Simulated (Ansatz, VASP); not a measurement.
# Mo: VASP beside Ansatz

File INCAR:

```
PREC = Accurate
ENCUT = 520
EDIFF = 1E-6
ISMEAR = 0
SIGMA = 0.15
LREAL = F
LASPH = T
NELM = 60
ALGO = Fast
ISIF = 2
LWAVE = F
LCHARG = F
GGA = PS
NBANDS = 13
```

The input KPOINTS:

```
regular mesh
0
Gamma
  18 18 18
```

Contents of POSCAR:

```
Mo
1.0
    2.7355103972      0.0000000000      0.0000000000
   -1.3677551986      2.3690214963      0.0000000000
    0.0000000000      0.0000000000      2.4785252790
Mo
1
Direct
    0.0000000000      0.0000000000      0.5000000000
```

Input for Ansatz:

```yaml
crystal:
  lattice:
    - [2.7355103972, 0.0, 0.0]
    - [-1.3677551986, 2.3690214963, 0.0]
    - [0.0, 0.0, 2.478525279]
  atoms:
    - { symbol: Mo, position: [0.0, 0.0, 0.5] }
basis:
  ecutwfc: 420
kpoints:
  mp_grid: { grid: [18, 18, 18] }
hamiltonian:
  xc: pbesol
scf:
  occupations: { method: gaussian, width: 0.15 }
output:
  forces: true
  stress: true
  eigenvalues: true
  write_density: true
  write_potential: true
  elf: true
  volumetric_format: npy
```

Change from the starting cell: strain +0.000 along x and y, -0.030 along z, atoms carried along.

Alike in both runs: task single point; functional PBEsol; k mesh 18 × 18 × 18; occupations gaussian, width 0.15 eV; no spin polarisation.

|  | VASP | Ansatz |
| --- | --- | --- |
| version | VASP 6.6.1 | Ansatz 0.2.0 |
| potentials or method | VASP PAW PBE potentials, release 64 (Mo_sv) | scalar-relativistic, plane waves, PAW |
| plane-wave cutoff (eV) | 520 | 420 |
| valence electrons in the cell | 14 | 14 |

VASP gave:

- gap on the k mesh at the Fermi level (eV): none
- pressure (GPa): 3.7
- largest component of the traceless stress (GPa): 1.54

Task: Which values does Ansatz return?

Result: gap on the k mesh at the Fermi level (eV): none; pressure (GPa): 3.0; largest component of the traceless stress (GPa): 1.26.

A gap of «none» marks a metal or a gap that the smearing closes. The functional is the same, so the differences come from potentials, cutoffs and numerics.

Caveats: the PAW data sets were made with another functional, which shifts forces and pressure a little (VASP).
